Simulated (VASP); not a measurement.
A run of VASP 6.6.1 is set up as follows.

Contents of INCAR:

```
PREC     = Accurate       # precision mode
ENCUT    = 600            # plane-wave cutoff, eV
EDIFF    = 1E-7           # SCF threshold, eV
ISMEAR   = 1              # smearing method
SIGMA    = 0.1            # smearing width, eV
LREAL    = F              # projectors in reciprocal space
LASPH    = T              # aspherical terms in the spheres
NELM     = 80             # most SCF steps
ALGO     = Normal         # electronic algorithm
ISIF     = 2              # what is computed and relaxed
LWAVE    = F              # write WAVECAR
LCHARG   = F              # write CHGCAR
GGA      = PE             # functional
IVDW     = 12             # dispersion correction
IBRION   = 2              # ionic algorithm
NSW      = 40             # ionic steps
EDIFFG   = -0.01          # ionic threshold
```

KPOINTS

```
Automatic mesh
0
Gamma
  16 16 16
```

POSCAR

```
Ir                                      
1.0
    0.0000000000      1.9346893432      1.9346893432
    1.9346893432      0.0000000000      1.9346893432
    1.9346893432      1.9346893432      0.0000000000
  Ir            
     1
Direct
     0.0000000000000000    0.0000000000000000    0.0000000000000000
```

Potentials or basis: VASP PAW PBE potentials, release 64 (Ir).

Command:

```bash
$ cat potpaw_PBE.64/Ir/POTCAR > POTCAR
$ mpirun -np 1 vasp_std > vasp.out
```

(1) Predict the band gap on the k mesh.

(2) What does it give for the dispersion energy per atom?

Results:

(1) none (metal or under the smearing width).

(2) -0.717 eV.

Caveat: the relaxation stopped at its first step, so nothing moved.
